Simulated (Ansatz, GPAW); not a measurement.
This is a calculation of W for Ansatz 0.2.0. Atoms were shifted at random by some hundredths of an Å from the given cell, which wasn't relaxed again for these runs. This isn't the form of W at room conditions, which is bcc.

input.yaml

```yaml
crystal:
  lattice:
    - [2.809662, 0.0, 0.0]
    - [0.0, 4.86387, 0.0]
    - [0.0, 0.0, 4.923695]
  atoms:
    - { symbol: W, position: [0.804038, 0.929126, 0.751508] }
    - { symbol: W, position: [0.211697, 0.438194, 0.761377] }
    - { symbol: W, position: [0.217005, 0.05754, 0.247906] }
    - { symbol: W, position: [0.81267, 0.561354, 0.251297] }
kpoints:
  mp_grid: { grid: [9, 6, 6] }
scf:
  occupations: { method: fermi_dirac, width: 0.05 }
hamiltonian:
  xc: pbesol
  pseudopotentials: { kind: all_electron, lapw: { basis_error: 0.001 } }
output:
  forces: true
  stress: true
  eigenvalues: true
  populations: true
```

Potentials or basis: all-electron LAPW, scalar-relativistic.

The run is started by

```bash
$ ansatz run input.yaml --threads 2 --pin off --max-ram 8192MiB --backend cpu --events-out ev --progress --plain --runs-dir out
```

Q: Set up the same calculation for GPAW 26.7.0 (ASE script). Potentials or basis there: PAW data sets generated for this functional, cutoff 600 eV.

A: As run (cutoffs and basis follow the program's own potentials, and thresholds, step limits or extra output files can differ):

Contents of run.py:

```python
from ase import Atoms
from ase.dft.bandgap import bandgap
from ase.io import write
from ase.units import GPa
from gpaw import GPAW, PW, setup_paths

setup_paths.insert(0, '.')

atoms = Atoms(['W', 'W', 'W', 'W'],
              cell=[[2.809662, 0.0, 0.0],
                    [0.0, 4.86387, 0.0],
                    [0.0, 0.0, 4.923695]],
              scaled_positions=[[0.804038, 0.929126, 0.751508],
                                [0.211697, 0.438194, 0.761377],
                                [0.217005, 0.05754, 0.247906],
                                [0.81267, 0.561354, 0.251297]],
              pbc=True)

calc = GPAW(mode=PW(600),
            xc='PBEsol',
            kpts={'size': (9, 6, 6), 'gamma': True},
            occupations={'name': 'fermi-dirac', 'width': 0.05},
            nbands=49,
            convergence={'density': 1e-05, 'energy': 1e-05},
            maxiter=150,
            txt='gpaw.txt')
atoms.calc = calc
energy = atoms.get_potential_energy()
forces = atoms.get_forces()
stress = atoms.get_stress()
calc.write('gs.gpw')
write('result.traj', atoms)
print(f'Energy: {energy:.6f} eV')
print('Forces (eV/A):')
print(forces.round(4))
print('Stress (GPa):', (stress / GPa).round(3))
print('Fermi level:', round(calc.get_fermi_level(), 4), 'eV')
print(f'Gap: {bandgap(calc)[0]:.4f} eV, direct: {bandgap(calc, direct=True)[0]:.4f} eV')
```

Potentials or basis: PAW data sets generated in the run's folder for this functional, pw.

Run with:

```console
$ gpaw-setup -f PBEsol W
$ OMP_NUM_THREADS=1 python run.py
```

Both were run:

|  | Ansatz | GPAW |
| --- | --- | --- |
| Pressure | -9.8 GPa | -10.3 GPa |
| Largest force | 0.746 eV/Å | 0.745 eV/Å |

Where Ansatz's input types no cutoff or centring, it takes its own default and a Γ-centred mesh.

Pressure is positive in compression.
